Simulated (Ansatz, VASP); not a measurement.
## ZnO (e600) in VASP and in Ansatz

File INCAR:

```
SYSTEM = ZnO
PREC = Accurate
ENCUT = 520
EDIFF = 1E-6
ISMEAR = 0
SIGMA = 0.02
LREAL = .False.
LASPH = .True.
NELM = 80
ALGO = Normal
ISIF = 2
LWAVE = .False.
LCHARG = .False.
GGA = PS
NBANDS = 26
```

File KPOINTS:

```
regular mesh
0
Gamma
  9 9 6
  0 0 0
```

File POSCAR:

```
ZnO
1.0
    3.2309721498      0.0000000000      0.0000000000
   -1.6154860749      2.7981039606      0.0000000000
    0.0000000000      0.0000000000      5.2154102488
Zn O
2 2
Direct
    0.3333333333      0.6666666667      0.0020260005
    0.6666666667      0.3333333333      0.5020260005
    0.3333333333      0.6666666667      0.3809739995
    0.6666666667      0.3333333333      0.8809739995
```

Input for Ansatz:

```yaml
crystal:
  lattice:
    - [3.2309721498, 0.0, 0.0]
    - [-1.6154860749, 2.7981039606, 0.0]
    - [0.0, 0.0, 5.2154102488]
  atoms:
    - { symbol: Zn, position: [0.3333333333, 0.6666666667, 0.0020260005] }
    - { symbol: Zn, position: [0.6666666667, 0.3333333333, 0.5020260005] }
    - { symbol: O, position: [0.3333333333, 0.6666666667, 0.3809739995] }
    - { symbol: O, position: [0.6666666667, 0.3333333333, 0.8809739995] }
basis:
  ecutwfc: 600.0
kpoints:
  mp_grid: { grid: [9, 9, 6] }
hamiltonian:
  xc: pbesol
  pseudopotentials: { kind: paw, azcp: { folder: soft_1 } }
scf:
  occupations: { method: gaussian, width: 0.02 }
output:
  forces: true
  stress: true
  eigenvalues: true
```

Alike in both runs: task single point; functional PBEsol; k mesh 9 × 9 × 6; occupations gaussian, width 0.02 eV; no spin polarisation.

|  | VASP | Ansatz |
| --- | --- | --- |
| version | VASP 6.6.1 | Ansatz 0.2.0 |
| potentials or method | VASP PAW PBE potentials, release 64 (Zn, O) | scalar-relativistic, plane waves, PAW |
| plane-wave cutoff (eV) | 520 | 600 |
| valence electrons in the cell | 36 | 36 |

```tsv
	VASP	Ansatz	Ansatz less VASP
gap on the k mesh at the Fermi level (eV)	0.69	0.70	+0.015
least direct gap on the mesh (eV)	0.69	0.70	+0.015
pressure (GPa)	0.6	0.0	-0.65
```

Ansatz warned: «pseudo_functional_mismatch».

Caveats: the PAW data sets were made with another functional, which shifts forces and pressure a little (VASP). PBEsol gaps usually lie below the measured ones, often by a third to a half.
